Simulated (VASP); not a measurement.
# BeS (F-43m) in VASP: settings compared, part 2 of 2

VASP 6.6.1.

**4. Band structure, TPSS**

Contents of INCAR:

```
PREC = Accurate ; ENCUT = 520
EDIFF = 1E-6 ; ISMEAR = -1
SIGMA = 0.05 ; LREAL = F
LASPH = T ; NELM = 80
ALGO = Normal ; ISIF = 2
LWAVE = F ; LCHARG = F
METAGGA = TPSS ; LMIXTAU = T
NBANDS = 11
```

Contents of KPOINTS:

```
Automatic mesh
0
Gamma
  9 9 9
```

Contents of POSCAR:

```
BeS
1.0
    0.0000000000      2.4250000000      2.4250000000
    2.4250000000      0.0000000000      2.4250000000
    2.4250000000      2.4250000000      0.0000000000
S Be
1 1
Direct
    0.7500000000      0.7500000000      0.7500000000
    0.0000000000      0.0000000000      0.0000000000
```

Contents of KPOINTS_OPT:

```
path GXWKGLUWLK,UX
20
line-mode
reciprocal
 0.0000000000  0.0000000000  0.0000000000  G
 0.5000000000  0.0000000000  0.5000000000  X

 0.5000000000  0.0000000000  0.5000000000  X
 0.5000000000  0.2500000000  0.7500000000  W

 0.5000000000  0.2500000000  0.7500000000  W
 0.3750000000  0.3750000000  0.7500000000  K

 0.3750000000  0.3750000000  0.7500000000  K
 0.0000000000  0.0000000000  0.0000000000  G

 0.0000000000  0.0000000000  0.0000000000  G
 0.5000000000  0.5000000000  0.5000000000  L

 0.5000000000  0.5000000000  0.5000000000  L
 0.6250000000  0.2500000000  0.6250000000  U

 0.6250000000  0.2500000000  0.6250000000  U
 0.5000000000  0.2500000000  0.7500000000  W

 0.5000000000  0.2500000000  0.7500000000  W
 0.5000000000  0.5000000000  0.5000000000  L

 0.5000000000  0.5000000000  0.5000000000  L
 0.3750000000  0.3750000000  0.7500000000  K

 0.6250000000  0.2500000000  0.6250000000  U
 0.5000000000  0.0000000000  0.5000000000  X
```

Potentials or basis: VASP PAW PBE potentials, release 64 (S, Be).

Started as:

```sh
$ cat potpaw_PBE.64/S/POTCAR potpaw_PBE.64/Be/POTCAR > POTCAR
$ mpirun -np 1 vasp_std > vasp.out
```

OUTCAR:

```text
PREC = Accurate
   ENCUT = 520
   EDIFF = 1E-6
   ISMEAR = -1
   LREAL = F
   LASPH = T
   NELM = 80
   ISIF = 2
   METAGGA = TPSS

 ion  position               nearest neighbor table
   1  0.750  0.750  0.750-   2 2.10   2 2.10   2 2.10   2 2.10
   2  0.000  0.000  0.000-   1 2.10   1 2.10   1 2.10   1 2.10

  LATTYP: Found a face centered cubic cell.
 ALAT       =     4.8500000000

  Lattice vectors:

 A1 = (   0.0000000000,   2.4250000000,   2.4250000000)
 A2 = (   2.4250000000,   0.0000000000,   2.4250000000)
 A3 = (   2.4250000000,   2.4250000000,   0.0000000000)

Analysis of symmetry for initial positions (statically):
=====================================================================
 Subroutine PRICEL returns:
 Original cell was already a primitive cell.

 Routine SETGRP: Setting up the symmetry group for a
 face centered cubic supercell.

 Subroutine GETGRP returns: Found 24 space group operations
 (whereof 24 operations were pure point group operations)
 out of a pool of 48 trial point group operations.

The static configuration has the point symmetry T_d .

Analysis of symmetry for dynamics (positions and initial velocities):
=====================================================================
 Subroutine PRICEL returns:
 Original cell was already a primitive cell.

 Routine SETGRP: Setting up the symmetry group for a
 face centered cubic supercell.

 Subroutine GETGRP returns: Found 24 space group operations
 (whereof 24 operations were pure point group operations)
 out of a pool of 48 trial point group operations.

The dynamic configuration has the point symmetry T_d .

 Subroutine INISYM returns: Found 24 space group operations
 (whereof 24 operations are pure point group operations),
 and found     1 'primitive' translations

----------------------------------------------------------------------------------------

                                     Primitive cell

  volume of cell :      28.5210

  direct lattice vectors                    reciprocal lattice vectors
     0.000000000  2.425000000  2.425000000    -0.206185567  0.206185567  0.206185567
     2.425000000  0.000000000  2.425000000     0.206185567 -0.206185567  0.206185567
     2.425000000  2.425000000  0.000000000     0.206185567  0.206185567 -0.206185567

  length of vectors
     3.429467889  3.429467889  3.429467889     0.357123878  0.357123878  0.357123878

  position of ions in fractional coordinates (direct lattice)
     0.750000000  0.750000000  0.750000000
     0.000000000  0.000000000  0.000000000

  ion indices of the primitive-cell ions
   primitive index   ion index
                 1           1
                 2           2

----------------------------------------------------------------------------------------

 KPOINTS: Automatic mesh

Automatic generation of k-mesh.
 Grid dimensions read from file:
 generate k-points for:    9    9    9

 Generating k-lattice:

  Cartesian coordinates                     Fractional coordinates (reciprocal lattice)
    -0.022909507  0.022909507  0.022909507     0.111111111  0.000000000  0.000000000
     0.022909507 -0.022909507  0.022909507     0.000000000  0.111111111  0.000000000
     0.022909507  0.022909507 -0.022909507     0.000000000  0.000000000  0.111111111

  Length of vectors
     0.039680431  0.039680431  0.039680431

  Shift w.r.t. Gamma in fractional coordinates (k-lattice)
     0.000000000  0.000000000  0.000000000

 Subroutine IBZKPT returns following result:
 ===========================================

 Found     35 irreducible k-points:

 Following reciprocal coordinates:
            Coordinates               Weight
  0.000000  0.000000  0.000000      1.000000
  0.111111  0.000000  0.000000      8.000000
  0.222222  0.000000  0.000000      8.000000
  0.333333  0.000000  0.000000      8.000000
  0.444444  0.000000  0.000000      8.000000
  0.111111  0.111111  0.000000      6.000000
[... 16 lines left out ...]
 -0.333333  0.333333  0.000000     12.000000
  0.444444  0.444444  0.000000      6.000000
 [... further k-points ...]
[... 29 lines left out ...]
   NELECT =       8.0000    total number of electrons
   NUPDOWN=      -1.0000    fix difference up-down
   EMIN   =  10.00;   EMAX   =-10.00  energy-range for DOS
   EFERMI =   0.00;   METHOD = LEGACY
   ISMEAR =    -1;   SIGMA  =   0.05  broadening in eV -4-tet -1-fermi 0-gaus
   EFERMI_NEDOS =   21; number of points for ismear=-14 and -15
   IALGO  =     38    algorithm
   IMIX   =      4    mixing-type and parameters
     AMIX     =   0.40;   BMIX     =  1.00
     AMIX_MAG =   1.60;   BMIX_MAG =  1.00
  volume/ion in A,a.u.               =      14.26        96.23
  Fermi-wavevector in a.u.,A,eV,Ry     =   1.071642  2.025110 15.625158  1.148417
  Thomas-Fermi vector in A             =   2.207388
   LORBIT       =      0    0 simple, 1 ext, 2 COOP (PROOUT), +10 PAW based schemes
   METAGGA = TPSS    functional components
   LHFCALC =     F    Hartree Fock is set to
   AEXX    =    0.0000 exact exchange contribution
   IVDW    =     0    specifies the selected vdW correction
   LEPSILON=     F    determine dielectric tensor
   LRPA    =     F    only Hartree local field effects (RPA)
 non-spin polarized calculation
  energy-cutoff  :      520.00
  volume of cell :       28.52
 maximum number of plane-waves:       779
 NGX is ok and might be reduce to    28
   NGX = 13   NGY = 13   NGZ = 13

 number of electron       7.9999999 magnetization

 Free energy of the ion-electron system (eV)
  ---------------------------------------------------
  ext. energy  EPLUGINS =         0.00000000
  ---------------------------------------------------
  free energy    TOTEN  =       -16.26293162 eV

  energy without entropy =      -16.26293162  energy(sigma->0) =      -16.26293162

 E-fermi :   5.0302     XC(G=0):  -9.9835

 val. band max:        4.0881172608   @ k =   0.0000   0.0000   0.0000
 cond. band min:       7.3875982625   @ k =   0.4444   0.4444   0.0000
 fundamental gap:      3.2994810017
 Fermi energy:         5.0301786126

 k-point     1 :       0.0000    0.0000    0.0000
  band No.  band energies     occupation
      1      -9.8986      2.00000
      2       4.0881      2.00000
      3       4.0881      2.00000
      4       4.0881      2.00000
      5      10.1152      0.00000
      6      10.1152      0.00000
      7      10.1156      0.00000
      8      10.2464      0.00000
      9      17.2699      0.00000
     10      17.2699      0.00000
     11      19.1985      0.00000
[... 309 lines left out ...]
 k-point    24 :       0.4444    0.4444    0.0000
  band No.  band energies     occupation
      1      -7.7965      2.00000
      2      -0.8458      2.00000
      3       1.4981      2.00000
      4       1.4983      2.00000
      5       7.3876      0.00000
      6       9.2689      0.00000
      7      16.9587      0.00000
      8      16.9590      0.00000
      9      19.6697      0.00000
     10      20.6706      0.00000
     11      21.8537      0.00000

 [... further k-points ...]

------------------------ aborting loop because EDIFF is reached ----------------------------------------

  FORCE on cell =-STRESS in cart. coord.  units (eV):
  Direction    XX          YY          ZZ          XY          YZ          ZX
  --------------------------------------------------------------------------------------
  -------------------------------------------------------------------------------------
  Total        0.3783595      0.3783595      0.3783595      0.0000000     -0.0000000     -0.0000000
  in kB       21.2544555     21.2544555     21.2544555      0.0000000     -0.0000000     -0.0000000
  external PRESSURE =      21.2544555 kB  Pullay stress =       0.0000000 kB

 VOLUME and BASIS-vectors are now :
 -----------------------------------------------------------------------------
  energy-cutoff  :      520.00
  volume of cell :       28.52
      direct lattice vectors                 reciprocal lattice vectors
     0.000000000  2.425000000  2.425000000    -0.206185567  0.206185567  0.206185567
     2.425000000  0.000000000  2.425000000     0.206185567 -0.206185567  0.206185567
     2.425000000  2.425000000  0.000000000     0.206185567  0.206185567 -0.206185567

 POSITION                                       TOTAL-FORCE (eV/Angst)
 -----------------------------------------------------------------------------------
      3.63750      3.63750      3.63750        -0.000000     -0.000000     -0.000000
      0.00000      0.00000      0.00000         0.000000      0.000000      0.000000
 -----------------------------------------------------------------------------------
    total drift:                                0.000000      0.000000      0.000000

  FREE ENERGIE OF THE ION-ELECTRON SYSTEM (eV)
  ---------------------------------------------------
  free  energy   TOTEN  =       -16.2629316202 eV

  energy  without entropy=      -16.2629316202  energy(sigma->0) =      -16.26293162
```

It took 2.2 min on 1 thread of Intel Xeon Platinum 8488C (Sapphire Rapids), shared host; peak memory 0.16 GiB.

Results:

```
Free energy             : -16.2629 eV
Pressure                : 2.1 GPa
Band gap on the k mesh  : 3.30 eV, indirect (least direct gap 5.89 eV)
Band gap along the path : 3.20 eV, indirect (least direct gap 5.84 eV)
```

Levels at the corners of the path, in eV from the valence-band top:
```csv
point,band 1,band 2,band 3,band 4,band 5,band 6,band 7,band 8,band 9
Γ,-13.99,0.00,0.00,0.00,6.03,6.03,6.03,6.16,13.18
X,-11.79,-5.08,-2.64,-2.64,3.20,5.11,13.33,13.33,16.00
X,-11.79,-5.08,-2.64,-2.64,3.20,5.11,13.33,13.33,15.99
W,-11.73,-4.30,-3.90,-3.37,6.55,8.33,8.85,9.24,14.83
W,-11.73,-4.30,-3.90,-3.37,6.55,8.33,8.85,9.24,14.83
K,-11.80,-4.61,-4.13,-2.19,4.50,7.74,11.00,11.80,12.38
K,-11.80,-4.61,-4.13,-2.19,4.50,7.74,11.00,11.80,12.38
Γ,-13.99,0.00,0.00,0.00,6.03,6.03,6.03,6.16,13.18
Γ,-13.99,0.00,0.00,0.00,6.03,6.03,6.03,6.16,13.18
L,-12.34,-5.87,-1.02,-1.02,5.75,6.87,6.87,11.31,15.35
L,-12.34,-5.87,-1.02,-1.02,5.75,6.87,6.87,11.31,15.35
U,-11.80,-4.61,-4.13,-2.19,4.50,7.74,11.00,11.80,12.38
U,-11.80,-4.61,-4.13,-2.19,4.50,7.74,11.00,11.80,12.38
W,-11.73,-4.30,-3.90,-3.37,6.55,8.33,8.85,9.24,14.83
W,-11.73,-4.30,-3.90,-3.37,6.55,8.33,8.85,9.24,14.83
L,-12.34,-5.87,-1.02,-1.02,5.75,6.87,6.87,11.31,15.35
L,-12.34,-5.87,-1.02,-1.02,5.75,6.87,6.87,11.31,15.35
K,-11.80,-4.61,-4.13,-2.19,4.50,7.74,11.00,11.80,12.38
U,-11.80,-4.61,-4.13,-2.19,4.50,7.74,11.00,11.80,12.38
X,-11.79,-5.08,-2.64,-2.64,3.20,5.11,13.33,13.33,16.00
```

Caveat: the PAW data sets were made with another functional, which shifts forces and pressure a little; the mesh misses the band edges, which the band path finds closer together. TPSS opens gaps a little over a GGA but as a rule still falls short of measured ones.

**5. Band structure, LDA**

POSCAR is that of step 4.

Contents of INCAR.step1:

```
ALGO = Normal
EDIFF = 1E-6
ENCUT = 520
GGA = CA
ISIF = 2
ISMEAR = 0
LASPH = T
LCHARG = T
LREAL = F
LWAVE = F
NBANDS = 11
NELM = 60
PREC = Accurate
SIGMA = 0.02
```

Contents of KPOINTS.step1:

```
k-points
0
Gamma
  10 10 10
```

Contents of INCAR.step2:

```
ALGO = Normal
EDIFF = 1E-6
ENCUT = 520
GGA = CA
ICHARG = 11
ISIF = 2
ISMEAR = 0
LASPH = T
LCHARG = F
LREAL = F
LWAVE = F
NBANDS = 11
NELM = 60
PREC = Accurate
SIGMA = 0.05
```

Contents of KPOINTS.step2:

```
path GXWKGLUWLK,UX
20
line-mode
reciprocal
 0.0000000000  0.0000000000  0.0000000000  G
 0.5000000000  0.0000000000  0.5000000000  X

 0.5000000000  0.0000000000  0.5000000000  X
 0.5000000000  0.2500000000  0.7500000000  W

 0.5000000000  0.2500000000  0.7500000000  W
 0.3750000000  0.3750000000  0.7500000000  K

 0.3750000000  0.3750000000  0.7500000000  K
 0.0000000000  0.0000000000  0.0000000000  G

 0.0000000000  0.0000000000  0.0000000000  G
 0.5000000000  0.5000000000  0.5000000000  L

 0.5000000000  0.5000000000  0.5000000000  L
 0.6250000000  0.2500000000  0.6250000000  U

 0.6250000000  0.2500000000  0.6250000000  U
 0.5000000000  0.2500000000  0.7500000000  W

 0.5000000000  0.2500000000  0.7500000000  W
 0.5000000000  0.5000000000  0.5000000000  L

 0.5000000000  0.5000000000  0.5000000000  L
 0.3750000000  0.3750000000  0.7500000000  K

 0.6250000000  0.2500000000  0.6250000000  U
 0.5000000000  0.0000000000  0.5000000000  X
```

Potentials or basis: VASP PAW LDA potentials, release 64 (S, Be).

Started as:

```sh
$ cat potpaw_LDA.64/S/POTCAR potpaw_LDA.64/Be/POTCAR > POTCAR
$ cp INCAR.step1 INCAR
$ cp KPOINTS.step1 KPOINTS
$ mpirun -np 1 vasp_std > vasp.out
$ cp INCAR.step2 INCAR
$ cp KPOINTS.step2 KPOINTS
$ mpirun -np 1 vasp_std > vasp.out
```

It took 25 s on 1 thread of Intel Xeon Platinum 8559C (Emerald Rapids), shared host; peak memory 0.17 GiB.

Results (log left out):

```yaml
Band_gap_on_the_k_mesh: 2.90 eV, indirect (least direct gap 5.54 eV)
Band_gap_along_the_path: 2.90 eV, indirect (least direct gap 5.48 eV)
```

Levels at the corners of the path, in eV from the valence-band top:
| point | band 1 | band 2 | band 3 | band 4 | band 5 | band 6 | band 7 | band 8 | band 9 |
| --- | --- | --- | --- | --- | --- | --- | --- | --- | --- |
| Γ | -13.66 | 0.00 | 0.00 | 0.00 | 5.54 | 5.54 | 5.54 | 5.68 | 12.81 |
| X | -11.48 | -5.04 | -2.67 | -2.67 | 2.90 | 4.80 | 12.61 | 12.61 | 15.30 |
| X | -11.48 | -5.04 | -2.67 | -2.67 | 2.90 | 4.80 | 12.61 | 12.61 | 15.30 |
| W | -11.42 | -4.25 | -3.93 | -3.41 | 6.31 | 7.92 | 8.27 | 8.83 | 14.18 |
| W | -11.42 | -4.25 | -3.93 | -3.41 | 6.31 | 7.92 | 8.27 | 8.83 | 14.18 |
| K | -11.49 | -4.57 | -4.17 | -2.22 | 4.19 | 7.39 | 10.43 | 11.24 | 11.76 |
| K | -11.49 | -4.57 | -4.17 | -2.22 | 4.19 | 7.39 | 10.43 | 11.24 | 11.76 |
| Γ | -13.66 | 0.00 | 0.00 | 0.00 | 5.54 | 5.54 | 5.54 | 5.68 | 12.81 |
| Γ | -13.66 | 0.00 | 0.00 | 0.00 | 5.54 | 5.54 | 5.54 | 5.68 | 12.81 |
| L | -12.02 | -5.84 | -1.05 | -1.05 | 5.36 | 6.44 | 6.44 | 10.92 | 14.89 |
| L | -12.02 | -5.84 | -1.05 | -1.05 | 5.36 | 6.44 | 6.44 | 10.92 | 14.89 |
| U | -11.49 | -4.57 | -4.17 | -2.22 | 4.19 | 7.39 | 10.43 | 11.24 | 11.76 |
| U | -11.49 | -4.57 | -4.17 | -2.22 | 4.19 | 7.39 | 10.43 | 11.24 | 11.76 |
| W | -11.42 | -4.25 | -3.93 | -3.41 | 6.31 | 7.92 | 8.27 | 8.83 | 14.18 |
| W | -11.42 | -4.25 | -3.93 | -3.41 | 6.31 | 7.92 | 8.27 | 8.83 | 14.18 |
| L | -12.02 | -5.84 | -1.05 | -1.05 | 5.36 | 6.44 | 6.44 | 10.92 | 14.89 |
| L | -12.02 | -5.84 | -1.05 | -1.05 | 5.36 | 6.44 | 6.44 | 10.92 | 14.89 |
| K | -11.49 | -4.57 | -4.17 | -2.22 | 4.19 | 7.39 | 10.43 | 11.24 | 11.76 |
| U | -11.49 | -4.57 | -4.17 | -2.22 | 4.19 | 7.39 | 10.43 | 11.24 | 11.76 |
| X | -11.48 | -5.04 | -2.67 | -2.67 | 2.90 | 4.80 | 12.61 | 12.61 | 15.30 |

Caveat: the log is that of the step along the path at fixed density, whose energy, stress, charges and moments have no meaning. LDA gaps usually lie below the measured ones, often by a third to a half.

**6. Band structure, PBE**

POSCAR is that of step 5.

INCAR.step1, as its differences from that of step 5:

```diff
@@ -3,3 +3,3 @@
 ENCUT = 520
-GGA = CA
+GGA = PE
 ISIF = 2
```

KPOINTS.step1 is that of step 5.

INCAR.step2, as its differences from that of step 5:

```diff
@@ -3,3 +3,3 @@
 ENCUT = 520
-GGA = CA
+GGA = PE
 ICHARG = 11
```

KPOINTS.step2 is that of step 5.

Potentials or basis: VASP PAW PBE potentials, release 64 (S, Be).

Started as:

```sh
$ cat potpaw_PBE.64/S/POTCAR potpaw_PBE.64/Be/POTCAR > POTCAR
$ cp INCAR.step1 INCAR
$ cp KPOINTS.step1 KPOINTS
$ mpirun -np 1 vasp_std > vasp.out
$ cp INCAR.step2 INCAR
$ cp KPOINTS.step2 KPOINTS
$ mpirun -np 1 vasp_std > vasp.out
```

Wall time 27 s (1 thread of Intel Xeon Platinum 8559C (Emerald Rapids), shared host); peak memory 0.18 GiB.

The run converged. Its results:

| Quantity | Value |
| --- | --- |
| Band gap on the k mesh | 3.11 eV, indirect (least direct gap 5.67 eV) |
| Band gap along the path | 3.11 eV, indirect (least direct gap 5.65 eV) |

Levels at the corners of the path, in eV from the valence-band top:
| point | band 2 | band 3 | band 4 | band 5 | band 6 | band 7 |
| --- | --- | --- | --- | --- | --- | --- |
| Γ | 0.00 | 0.00 | 0.00 | 5.67 | 5.67 | 5.67 |
| X | -5.02 | -2.64 | -2.64 | 3.11 | 4.92 | 12.78 |
| X | -5.02 | -2.64 | -2.64 | 3.11 | 4.92 | 12.78 |
| W | -4.25 | -3.87 | -3.35 | 6.47 | 8.11 | 8.44 |
| W | -4.25 | -3.87 | -3.35 | 6.47 | 8.11 | 8.44 |
| K | -4.55 | -4.10 | -2.19 | 4.36 | 7.52 | 10.56 |
| K | -4.55 | -4.10 | -2.19 | 4.36 | 7.52 | 10.56 |
| Γ | 0.00 | 0.00 | 0.00 | 5.67 | 5.67 | 5.67 |
| Γ | 0.00 | 0.00 | 0.00 | 5.67 | 5.67 | 5.67 |
| L | -5.79 | -1.03 | -1.03 | 5.48 | 6.56 | 6.56 |
| L | -5.79 | -1.03 | -1.03 | 5.48 | 6.56 | 6.56 |
| U | -4.55 | -4.10 | -2.19 | 4.36 | 7.52 | 10.56 |
| U | -4.55 | -4.10 | -2.19 | 4.36 | 7.52 | 10.56 |
| W | -4.25 | -3.87 | -3.35 | 6.47 | 8.11 | 8.44 |
| W | -4.25 | -3.87 | -3.35 | 6.47 | 8.11 | 8.44 |
| L | -5.79 | -1.03 | -1.03 | 5.48 | 6.56 | 6.56 |
| L | -5.79 | -1.03 | -1.03 | 5.48 | 6.56 | 6.56 |
| K | -4.55 | -4.10 | -2.19 | 4.36 | 7.52 | 10.56 |
| U | -4.55 | -4.10 | -2.19 | 4.36 | 7.52 | 10.56 |
| X | -5.02 | -2.64 | -2.64 | 3.11 | 4.92 | 12.78 |

Caveat: the log is that of the step along the path at fixed density, whose energy, stress, charges and moments have no meaning. PBE gaps usually lie below the measured ones, often by a third to a half.

**7. For comparison**

An earlier run on the cell as given: functional PBEsol; potentials or basis VASP PAW PBE potentials, release 64 (S, Be); cutoff 520 eV; k mesh 9 × 9 × 9; occupations fermi-dirac, width 0.05 eV; no spin polarisation.

* Pressure: -0.6 GPa
* Band gap on the k mesh: 3.03 eV, indirect (least direct gap 5.61 eV)

**8. Overview**

| task | level | potentials or basis | k mesh | smearing | ladder | gap on the mesh (eV) | pressure (GPa) |
| --- | --- | --- | --- | --- | --- | --- | --- |
| band structure | SCAN | VASP PAW PBE potentials, release 64 (S, Be) | 9 × 9 × 9 | fermi-dirac 0.05 eV | - | 3.68 | 0.6 |
| band structure | rSCAN | VASP PAW PBE potentials, release 64 (S, Be) | 9 × 9 × 9 | fermi-dirac 0.05 eV | - | 3.67 | 0.5 |
| band structure | TPSS | VASP PAW PBE potentials, release 64 (S, Be) | 9 × 9 × 9 | fermi-dirac 0.05 eV | - | 3.30 | 2.1 |
| band structure | LDA | VASP PAW LDA potentials, release 64 (S, Be) | 10 × 10 × 10 | gaussian 0.02 eV | free | 2.90 | - |
| band structure | PBE | VASP PAW PBE potentials, release 64 (S, Be) | 10 × 10 × 10 | gaussian 0.02 eV | free | 3.11 | - |
| single point | PBEsol | VASP PAW PBE potentials, release 64 (S, Be) | 9 × 9 × 9 | fermi-dirac 0.05 eV | free | 3.03 | -0.6 |

Alike in all rows: no spin polarisation; cell as given; cutoff (eV) 520.

Caveats: the PAW data sets were made with another functional, which shifts forces and pressure a little (some runs); the mesh misses the band edges, which the band path finds closer together (some runs); an odd mesh through Γ misses points on the zone boundary, where band edges often lie (some runs).

Total energies depend on the potentials used, so only differences within one code and one set of settings carry meaning.
